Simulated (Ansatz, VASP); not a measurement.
## GaP in VASP and in Ansatz

The input INCAR:

```
SYSTEM = GaP
PREC = Accurate
ENCUT = 520
EDIFF = 1E-7
ISMEAR = -1
SIGMA = 0.05
LREAL = .FALSE.
LASPH = .TRUE.
NELM = 100
ALGO = Normal
ISIF = 2
LWAVE = .FALSE.
LCHARG = .FALSE.
GGA = CA
```

File KPOINTS:

```
regular mesh
0
G
  8 8 8
  0 0 0
```

Contents of POSCAR:

```
GaP
1.0
    0.0000000000      2.7252500000      2.7252500000
    2.7252500000      0.0000000000      2.7252500000
    2.7252500000      2.7252500000      0.0000000000
Ga P
1 1
Direct
    0.0000000000      0.0000000000      0.0000000000
    0.7500000000      0.7500000000      0.7500000000
```

The input KPOINTS_OPT:

```
path GXWKGLUWLK,UX
15
line-mode
reciprocal
 0.0000000000  0.0000000000  0.0000000000  G
 0.5000000000  0.0000000000  0.5000000000  X

 0.5000000000  0.0000000000  0.5000000000  X
 0.5000000000  0.2500000000  0.7500000000  W

 0.5000000000  0.2500000000  0.7500000000  W
 0.3750000000  0.3750000000  0.7500000000  K

 0.3750000000  0.3750000000  0.7500000000  K
 0.0000000000  0.0000000000  0.0000000000  G

 0.0000000000  0.0000000000  0.0000000000  G
 0.5000000000  0.5000000000  0.5000000000  L

 0.5000000000  0.5000000000  0.5000000000  L
 0.6250000000  0.2500000000  0.6250000000  U

 0.6250000000  0.2500000000  0.6250000000  U
 0.5000000000  0.2500000000  0.7500000000  W

 0.5000000000  0.2500000000  0.7500000000  W
 0.5000000000  0.5000000000  0.5000000000  L

 0.5000000000  0.5000000000  0.5000000000  L
 0.3750000000  0.3750000000  0.7500000000  K

 0.6250000000  0.2500000000  0.6250000000  U
 0.5000000000  0.0000000000  0.5000000000  X
```

Contents of input.yaml:

```yaml
crystal:
  lattice:
    - [0.0, 2.72525, 2.72525]
    - [2.72525, 0.0, 2.72525]
    - [2.72525, 2.72525, 0.0]
  atoms:
    - { symbol: Ga, position: [0.0, 0.0, 0.0] }
    - { symbol: P, position: [0.75, 0.75, 0.75] }
hamiltonian:
  xc: lda
  pseudopotentials: { kind: paw }
kpoints:
  mp_grid: { grid: [8, 8, 8] }
  band_path:
    path:
      - [[0.0, 0.0, 0.0], [0.5, 0.0, 0.5], [0.5, 0.25, 0.75], [0.375, 0.375, 0.75], [0.0, 0.0, 0.0], [0.5, 0.5, 0.5], [0.625, 0.25, 0.625], [0.5, 0.25, 0.75], [0.5, 0.5, 0.5], [0.375, 0.375, 0.75]]
      - [[0.625, 0.25, 0.625], [0.5, 0.0, 0.5]]
    npoints: 14
scf:
  occupations: { method: fermi_dirac, width: 0.05 }
  n_extra_bands: 6
output:
  forces: true
  stress: true
  eigenvalues: true
  fatbands: true
```

Alike in both runs: task band structure; functional LDA; k mesh 8 × 8 × 8; occupations fermi-dirac, width 0.05 eV; no spin polarisation.

```csv
,VASP,Ansatz
version,VASP 6.6.1,Ansatz 0.2.0
potentials or method,"VASP PAW LDA potentials, release 64 (Ga_d, P)",Ansatz PAW
plane-wave cutoff (eV),520,420
valence electrons in the cell,18,18
```

|  | VASP | Ansatz | Ansatz less VASP |
| --- | --- | --- | --- |
| gap on the k mesh at the Fermi level (eV) | 1.49 | 1.49 | -0.002 |
| least direct gap on the mesh (eV) | 1.64 | 1.61 | -0.028 |
| gap along the band path (eV) | 1.44 | 1.44 | -0.001 |
| pressure (GPa) | -2.6 | -2.7 | -0.11 |

Caveats: the k mesh misses the band edges, so the gap on the mesh is wider than the one along the path (Ansatz); the PAW data sets come from PBE, with cores solved anew for the run's functional, which leaves a small shift of forces and pressure (Ansatz).
